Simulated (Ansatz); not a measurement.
# Relaxing SiNi$_{2}$

Computed with Ansatz 0.2.0, DFT r2SCAN, scalar-relativistic, plane waves, PAW. (500 eV cutoff, 12×12×8 k-mesh, Gaussian smearing of 0.10 eV, no spin polarisation)

What was changed: uniaxial strain along c, with a, b and atoms relaxed: +4.0 %.

Command:

```bash
ansatz run input.yaml --threads 1 --pin off --max-ram 2560MiB --backend cpu --events-out ev --progress --plain --runs-dir out
```

Input:

```yaml
crystal:
  lattice:
    - [3.8308500482, 0.0, 0.0]
    - [-1.9154250241, 3.3176134598, 0.0]
    - [0.0, 0.0, 5.1238835809]
  atoms:
    - { symbol: Si, position: [0.3333333334, 0.6666666666, 0.75] }
    - { symbol: Si, position: [0.6666666666, 0.3333333334, 0.25] }
    - { symbol: Ni, position: [0.0, 0.0, 0.0] }
    - { symbol: Ni, position: [0.0, 0.0, 0.5] }
    - { symbol: Ni, position: [0.3333333337, 0.6666666663, 0.25] }
    - { symbol: Ni, position: [0.6666666663, 0.3333333337, 0.75] }
basis:
  ecutwfc: 500
kpoints:
  mp_grid: { grid: [12, 12, 8] }
hamiltonian:
  xc: r2scan
scf:
  occupations: { method: gaussian, width: 0.1 }
output:
  forces: true
  stress: true
  eigenvalues: true
  write_density: true
  write_potential: true
  elf: true
  volumetric_format: npy
relax:
  adjacent_minimum: "off"
  f_tol: 0.008
  max_steps: 40
  cell: { stress_tol: 0.015, fix: [c, angles] }
```

F is the free energy. Steps run on the plane waves of an earlier cell, but the last one, and at times one on the way, on a freshly chosen basis, so a repeated geometry can differ a little in energy. The held parts of the cell keep their stress, so P needn't end at zero.

Steps:

```
step F − F(1) (eV) largest force component (eV/Å) V (Å³/atom) P (GPa)
   1         0.0000                           0.000       10.853    -2.37
   2        -0.0006                           0.000       10.876    -2.85
   3        -0.0008                           0.000       10.897    -3.31
   4        -0.0010                           0.000       10.897    -3.31
```

Relaxed structure:

```xyz
6
Lattice="3.8385 0.0000 0.0000 -1.9193 3.3243 0.0000 0.0000 0.0000 5.1239" Properties=species:S:1:pos:R:3 pbc="T T T"
Si    0.0000    2.2162    3.8429
Si    1.9193    1.1081    1.2810
Ni    0.0000    0.0000    0.0000
Ni    0.0000    0.0000    2.5619
Ni    0.0000    2.2162    1.2810
Ni    1.9193    1.1081    3.8429
```

Symmetry: P6_3/mmc, No. 194, hexagonal system. Conventional cell: a = 3.839 Å, b = 3.839 Å, c = 5.124 Å, α = 90.00°, β = 90.00°, γ = 120.00°. Around Si (site symmetry -6m2) lie 3 Ni at 2.22 Å. Ni (site symmetry -3m) is surrounded by 8 Ni at 2.56 Å and 6 Si at 2.56 Å. Around Ni (site symmetry -6m2) lie 3 Si at 2.22 Å.

The run converged. Time: 4.9 min on 1 thread of Oxide Virtual Turin-like Processor (Zen 5), on a shared host, peak memory 1 GiB.